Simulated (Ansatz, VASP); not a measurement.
One calculation of C, two programs

```
C
1.0
     2.61972    0.00000    0.00000
     0.00000    2.61972    0.00000
     0.00000    0.00000    2.61972
C
3
Direct
  0.00000 0.50000 0.50000
  0.50000 0.00000 0.50000
  0.50000 0.50000 0.00000
```

Alike in both runs: functional PBE; k mesh 18 × 18 × 18; occupations gaussian, width 0.1 eV; no spin polarisation.

Ansatz relaxed the structure, and its values are those at the end. VASP's run is a single point on that final structure, the one shown.

|  | VASP | Ansatz |
| --- | --- | --- |
| version | VASP 6.6.1 | Ansatz 0.2.0 |
| potentials or method | VASP PAW PBE potentials, release 64 (C) | scalar-relativistic, plane waves, PAW |
| plane-wave cutoff (eV) | 520 | 420 |
| valence electrons in the cell | 12 | 12 |

|  | VASP | Ansatz | Ansatz less VASP |
| --- | --- | --- | --- |
| gap on the k mesh at the Fermi level (eV) | none | none | - |
| pressure (GPa) | -0.2 | 0.0 | +0.19 |

A gap of «none» marks a metal or a gap that the smearing closes.
